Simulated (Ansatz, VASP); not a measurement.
**One calculation of GaN, two programs**

File INCAR:

```
PREC = Accurate
ENCUT = 600
EDIFF = 1E-6
ISMEAR = 0
SIGMA = 0.02
LREAL = False
LASPH = True
NELM = 100
ALGO = Normal
ISIF = 3
LWAVE = False
LCHARG = False
GGA = PS
IBRION = 2
NSW = 100
EDIFFG = -0.005
```

KPOINTS

```
regular mesh
0
Gamma
  10 10 10
```

POSCAR

```
GaN
1.0
    0.0000000000      2.2535006100      2.2535006100
    2.2535006100      0.0000000000      2.2535006100
    2.2535006100      2.2535006100      0.0000000000
Ga N
1 1
Direct
    0.0000000000      0.0000000000      0.0000000000
    0.2500000000      0.2500000000      0.2500000000
```

Input for Ansatz:

```yaml
crystal:
  lattice:
    - [0.0, 2.25350061, 2.25350061]
    - [2.25350061, 0.0, 2.25350061]
    - [2.25350061, 2.25350061, 0.0]
  atoms:
    - { symbol: Ga, position: [0.0, 0.0, 0.0] }
    - { symbol: "N", position: [0.25, 0.25, 0.25] }
basis:
  ecutwfc: 420
kpoints:
  mp_grid: { grid: [10, 10, 10] }
hamiltonian:
  xc: pbesol
scf:
  occupations: { method: gaussian, width: 0.02 }
output:
  forces: true
  stress: true
  eigenvalues: true
relax:
  adjacent_minimum: "off"
  f_tol: 0.005
  max_steps: 80
  cell: { stress_tol: 0.05 }
```

The cell was built by a generator and needn't be a form met in nature.

Alike in both runs: task relaxation of cell and atoms; functional PBEsol; k mesh 10 × 10 × 10; occupations gaussian, width 0.02 eV; no spin polarisation.

```csv
,VASP,Ansatz
version,VASP 6.6.1,Ansatz 0.2.0
potentials or method,"VASP PAW PBE potentials, release 64 (Ga_d, N)","scalar-relativistic, plane waves, PAW"
plane-wave cutoff (eV),600,420
valence electrons in the cell,18,18
```

|  | VASP | Ansatz | Ansatz less VASP |
| --- | --- | --- | --- |
| gap on the k mesh at the Fermi level, each at its own relaxed structure (eV) | 1.73 | 1.70 | -0.031 |
| relaxed volume (Å³/atom) | 11.36 | 11.38 | +0.022 |
| relaxed cell length with the largest relative difference (Å) | 3.179 | 3.181 | +0.0020 |

Caveats: the PAW data sets were made with another functional, which shifts forces and pressure a little (VASP). PBEsol gaps usually lie below the measured ones, often by a third to a half.
